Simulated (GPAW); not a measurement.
PtS2:

```xyz
3
Lattice="3.5432 0.0000 0.0000 -1.7716 3.0685 0.0000 0.0000 0.0000 5.0388" Properties=species:S:1:pos:R:3 pbc="T T T"
Pt    0.0000    0.0000    0.0000
S     1.7716    1.0228    3.8950
S     0.0000    2.0457    1.1438
```

Base run:

```yaml
Program: GPAW 26.7.0
Functional: LDA
Potentials_or_basis: the program's PAW data sets (release 1.2.1) made for this functional
Cutoff: 600 eV
Basis: pw
k_mesh: 7 × 7 × 4
Occupations: fermi-dirac, width 0.05 eV
Spin: no spin polarisation
```

Its results: band gap on the k mesh 0.70 eV, indirect (least direct gap 0.86 eV); pressure 3.1 GPa; largest force 0.764 eV/Å.

Task: The run is repeated on the same cell with these changes: functional from LDA to PBEsol; potentials or basis from the program's PAW data sets (release 1.2.1) made for this functional to PAW data sets generated in the run's folder for this functional. What comes out?

Result: Band gap on the k mesh 0.74 eV, indirect (least direct gap 0.91 eV); pressure 6.4 GPa; largest force 0.968 eV/Å.

Caveats: spin-orbit coupling is left out, which moves the levels of the heavy elements.

A k mesh can miss the band edges.

Not every run made on this cell is shown here.
